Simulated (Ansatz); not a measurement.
# GaSb: relaxation of cell and atoms with PBEsol

The system is GaSb.

```
Sb Ga
1.0
     0.00000    3.05900    3.05900
     3.05900    0.00000    3.05900
     3.05900    3.05900    0.00000
Sb Ga
1 1
Direct
  0.75000 0.75000 0.75000
  0.00000 0.00000 0.00000
```

```json
{
  "Program": "Ansatz 0.2.0",
  "Task": "relaxation of cell and atoms",
  "Functional": "PBEsol",
  "Potentials or basis": "Ansatz PAW",
  "Cutoff": "420 eV (not typed: the program's choice for these potentials)",
  "k mesh": "8 × 8 × 8",
  "Occupations": "fermi-dirac, width 0.05 eV",
  "Spin": "no spin polarisation"
}
```

```yaml
Relaxed_volume: 28.51 Å³/atom
Relaxed_cell: a = 4.320 Å, b = 4.320 Å, c = 4.320 Å, α = 60.00°, β = 60.00°, γ = 60.00°
Space_group_after_relaxing_to_0.05_Å: F-43m (No. 216)
Energy_gained_by_relaxing: 0.0 meV/atom
Ionic_steps: 3
Pressure_after_relaxing: 0.0 GPa
```

Final structure:
```cif
data_structure
_symmetry_space_group_name_H-M 'P 1'
_symmetry_Int_Tables_number 1
_cell_length_a 4.3203
_cell_length_b 4.3203
_cell_length_c 4.3203
_cell_angle_alpha 60.000
_cell_angle_beta 60.000
_cell_angle_gamma 60.000
_cell_volume 57.02
loop_
_atom_site_label
_atom_site_type_symbol
_atom_site_fract_x
_atom_site_fract_y
_atom_site_fract_z
_atom_site_occupancy
Sb1 Sb 0.75000 0.75000 0.75000 1
Ga1 Ga 0.00000 0.00000 0.00000 1
```

Wall time 7.5 s on 2 threads of Intel(R) Xeon(R) Processor @ 2.70GHz, with other jobs on the host, peak memory 0.39 GiB.

Caveat: the plane-wave basis is chosen anew once the cell has moved, so the energies of steps on either side of that aren't comparable; the PAW data sets come from PBE, with cores solved anew for the run's functional, which leaves a small shift of forces and pressure. Spin-orbit coupling is left out, which matters for the levels of Sb.
